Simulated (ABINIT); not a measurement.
Runs of ABINIT 10.8.3 (patched build) on Ge. Symmetry: Cmmm, No. 65, orthorhombic system. Conventional cell: a = 2.794 Å, b = 5.201 Å, c = 2.698 Å, α = 90.00°, β = 90.00°, γ = 90.00°. Ge (site symmetry mmm) has 8 Ge at 2.70 to 2.95 Å as nearest neighbours. This isn't the form of Ge at room conditions, which is diamond.

```tsv
task	level	potentials or basis	k mesh	cutoff (eV)	bands in the sums	broadening (eV)	scissor shift (eV)	tensor components	gap on the mesh (eV)	pressure (GPa)
single point	LDA	PseudoDojo NC SR LDA v0.4.1 standard	8 × 8 × 8	952	-	-	-	-	none	-
single point	PBEsol	PseudoDojo NC SR PBEsol v0.4.1 standard	8 × 8 × 8	1061	-	-	-	-	none	-4.4
optical spectrum	LDA	PseudoDojo NC SR LDA v0.4 stringent	12 × 12 × 12	1524	19	0.15	0	11 × 22 × 33	none	-7.1
single point	LDA	PseudoDojo NC SR LDA v0.4 stringent	8 × 8 × 8	1524	-	-	-	-	none	(a)
```

Alike in all rows: no spin polarisation; cell as given; smearing fermi-dirac 0.05 eV.

Question: Estimate the missing entries.

Answer: (a) -7.5.

Caveats: the intraband (Drude) term is left out (some runs); spectra need much finer meshes, so this one isn't converged (some runs); independent-particle spectra lack excitons (some runs).

A k mesh can miss the band edges, and the runs leave out spin-orbit coupling on Ge.

A gap of «none» marks a metal or a gap under the smearing width.

The runs don't all hold the same shells in valence.
